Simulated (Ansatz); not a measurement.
The system is H.

```
CELL_PARAMETERS angstrom
-1.69153 1.69153 2.05847
1.69153 -1.69153 2.05847
1.69153 1.69153 -2.05847
ATOMIC_POSITIONS crystal
H 0.09014 0.09014 0.00000
H 0.90986 0.90986 0.00000
```

Base run:

* Program: Ansatz 0.2.0
* Functional: LDA
* Potentials or basis: all-electron LAPW, scalar-relativistic
* Cutoff: 703 eV (chosen from the basis error)
* Basis error allowed: 0.001 eV/atom
* k mesh: 11 × 11 × 11
* Occupations: gaussian, width 0.02 eV
* Spin: no spin polarisation

Its results: band gap on the k mesh 8.42 eV, indirect (least direct gap 9.27 eV); pressure 0.9 GPa; largest force 0.956 eV/Å.

Problem. The run is repeated on the same cell with these changes: functional from LDA to PBE; occupations from gaussian, width 0.02 eV to gaussian, width 0.1 eV. What comes out?

Solution. Band gap on the k mesh 9.05 eV, indirect (least direct gap 9.84 eV); pressure 0.8 GPa; largest force 0.268 eV/Å.

Caveats: an odd mesh through Γ misses points on the zone boundary, where band edges often lie.
